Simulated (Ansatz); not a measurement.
Crystal: GaN.

```xyz
2
Lattice="0.0000 2.2535 2.2535 2.2535 0.0000 2.2535 2.2535 2.2535 0.0000" Properties=species:S:1:pos:R:3 pbc="T T T"
Ga    0.0000    0.0000    0.0000
N     1.1268    1.1268    1.1268
```

The cell is a database's computed one.

Base run:

```yaml
Program: Ansatz 0.2.0
Functional: PBE0
Potentials_or_basis: all-electron PAW datasets made for the crystal
Cutoff: 490 eV
Density_cutoff: 1960 eV
k_mesh: 8 × 8 × 8
Occupations: fermi-dirac, width 0.05 eV
Spin: no spin polarisation
```

Its results: band gap on the k mesh 3.65 eV, direct.

**Question.** After a change of settings the same cell gave: band gap on the k mesh 1.68 eV, direct. Which change was it?
A. functional from PBE0 to PBEsol; cutoff from 490 eV to 440 eV; density cutoff from 1960 eV to 1760 eV
B. functional from PBE0 to HSE(alpha, omega); k mesh from 8 × 8 × 8 to 5 × 5 × 5
C. functional from PBE0 to HSE06; k mesh from 8 × 8 × 8 to 6 × 6 × 6

**Answer.** A.

PBE0 gives the wider gap, since exact exchange removes part of the self-interaction.

Not every run made on this cell is shown here.
